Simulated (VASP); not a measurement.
Calculation: revPBE GGA, VASP's PBE PAW potentials (set 64) (plane waves; VASP).

VASP input:

KPOINTS:
```
K-points
0
gamma
 4 4 4
0 0 0
```

### POSCAR
```
MgF2
1.0
  4.6221230000   0.0000000000   0.0000000000
  0.0000000000   4.6221230000   0.0000000000
  0.0000000000   0.0000000000   3.0523520000
Mg F
2 4
Direct
  0.5000000000   0.5000000000   0.5000000000
  0.0000000000   0.0000000000   0.0000000000
  0.6970800000   0.6970800000   0.0000000000
  0.3029200000   0.3029200000   0.0000000000
  0.8029200000   0.1970800000   0.5000000000
  0.1970800000   0.8029200000   0.5000000000
```

**INCAR**
```
ALGO=Normal
EDIFF=1E-6
ENCUT=200
GGA=RE
ISIF=2
ISMEAR=0
LASPH=.TRUE.
LCHARG=.FALSE.
LREAL=.FALSE.
LWAVE=.FALSE.
NELM=100
PREC=Accurate
SIGMA=0.01
SYSTEM=MgF2
```

POTCAR, in this order: Mg F (PBE.64 set). Program: vasp_std.

The resulting files:

**OSZICAR**
```
       N       E                     dE             d eps       ncg     rms          rms(c)
DAV:   1     0.799827956864E+02    0.79983E+02   -0.11307E+04   872   0.703E+02
DAV:   2    -0.298381500147E+02   -0.10982E+03   -0.10633E+03   908   0.215E+02
DAV:   3    -0.329050911317E+02   -0.30669E+01   -0.30626E+01   840   0.373E+01
DAV:   4    -0.329160623098E+02   -0.10971E-01   -0.10969E-01   800   0.229E+00
DAV:   5    -0.329161405553E+02   -0.78246E-04   -0.78242E-04   828   0.174E-01    0.203E+01
DAV:   6    -0.298964441237E+02    0.30197E+01   -0.43888E+00   800   0.152E+01    0.103E+01
DAV:   7    -0.299300992806E+02   -0.33655E-01   -0.36807E-01   756   0.488E+00    0.327E+00
DAV:   8    -0.300343719547E+02   -0.10427E+00   -0.82765E-02   728   0.233E+00    0.150E-01
DAV:   9    -0.300352902864E+02   -0.91833E-03   -0.49573E-03   824   0.494E-01    0.836E-02
DAV:  10    -0.300354256321E+02   -0.13535E-03   -0.47154E-04   772   0.157E-01    0.729E-03
DAV:  11    -0.300354347340E+02   -0.91019E-05   -0.87695E-06   824   0.205E-02    0.333E-03
DAV:  12    -0.300354368743E+02   -0.21403E-05   -0.39906E-06   744   0.142E-02    0.483E-04
DAV:  13    -0.300354369266E+02   -0.52270E-07   -0.25299E-08   492   0.111E-03
   1 F= -.30035437E+02 E0= -.30035437E+02  d E =-.105145E-61
```

### OUTCAR
```
------------------------ aborting loop because EDIFF is reached ----------------------------------------
  FORCE on cell =-STRESS in cart. coord.  units (eV):
  Direction    XX          YY          ZZ          XY          YZ          ZX
  --------------------------------------------------------------------------------------
  Total     -133.6544177   -133.6544177   -133.0008551     -0.0000000      0.0000000      0.0000000
  in kB    -3283.7968983  -3283.7968983  -3267.7393158     -0.0000000      0.0000000      0.0000000
  external PRESSURE =   -3278.4443708 kB  Pullay stress =       0.0000000 kB
  volume of cell :       65.21
      direct lattice vectors                 reciprocal lattice vectors
     4.622123000  0.000000000  0.000000000     0.216350798  0.000000000  0.000000000
     0.000000000  4.622123000  0.000000000     0.000000000  0.216350798  0.000000000
     0.000000000  0.000000000  3.052352000     0.000000000  0.000000000  0.327616212
 POSITION                                       TOTAL-FORCE (eV/Angst)
 -----------------------------------------------------------------------------------
      2.31106      2.31106      1.52618         0.000000      0.000000      0.000000
      0.00000      0.00000      0.00000         0.000000      0.000000      0.000000
      3.22199      3.22199      0.00000        -0.098524     -0.098524      0.000000
      1.40013      1.40013      0.00000         0.098524      0.098524     -0.000000
      3.71119      0.91093      1.52618         0.098524     -0.098524      0.000000
      0.91093      3.71119      1.52618        -0.098524      0.098524     -0.000000
 -----------------------------------------------------------------------------------
    total drift:                                0.000000     -0.000000     -0.000000
  FREE ENERGIE OF THE ION-ELECTRON SYSTEM (eV)
  ---------------------------------------------------
  free  energy   TOTEN  =       -30.0354369266 eV

  energy  without entropy=      -30.0354369266  energy(sigma->0) =      -30.03543693
```
(Selected blocks of OUTCAR.)

At this cut-off the stress carries a Pulay error, which pulls relaxed volumes low.

The structure comes from a computed database's MgF2 entry; how it stands against other phases isn't given here. The cell was not relaxed at this level. The k-mesh is coarse (spacing up to 0.51 per Å, 2π included), so the numbers may not be converged in it. The run is one of a series of settings (ENCUT = 200, KPOINTS 4×4×4 Γ-centred mesh against the base run), some of them coarse on purpose.
